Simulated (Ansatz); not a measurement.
Base system: ZnTe in the zinc blende structure (space group F-43m, No. 216; a = 6.113 Å). Axes: x, y, z lie along the cube axes.

Modification: uniaxial strain ε_xx = −1.61 %, all other strain components held at zero; the atoms relax in the strained cell.

Levels (all Ansatz, an electronic-structure program, PAW): r2SCAN (500 eV, without spin-orbit coupling); HSE06+SOC (420 eV, spin-orbit coupling included).

The geometry is relaxed with r2SCAN.

* **r2SCAN lowest conduction level above the VBM at special points**: Γ 1.83 eV; N 2.18 eV; M 2.45 eV
* **r2SCAN valence-band top at Γ**: 0.00, -0.06, -0.06 eV

How does going to HSE06+SOC change the lowest conduction level above the VBM at special points and valence-band top at Γ?

The lowest conduction level above the VBM at special points goes from Γ 1.83 eV; N 2.18 eV; M 2.45 eV to Γ 1.99 eV; N 2.37 eV; M 2.63 eV; the valence-band top at Γ (three highest Kramers pairs, from the VBM) becomes 0.00, -0.04, -1.01 eV (r2SCAN: 0.00, -0.06, -0.06 eV).

Single points use the geometry relaxed with r2SCAN. The spin-orbit shifts are approximate. With Te present, leaving out spin-orbit coupling can change the band edges. The levels and masses belong to the bands next to the band gap. Stability against distortions was not tested. Labels are those of the standard path for the cell's own space group.
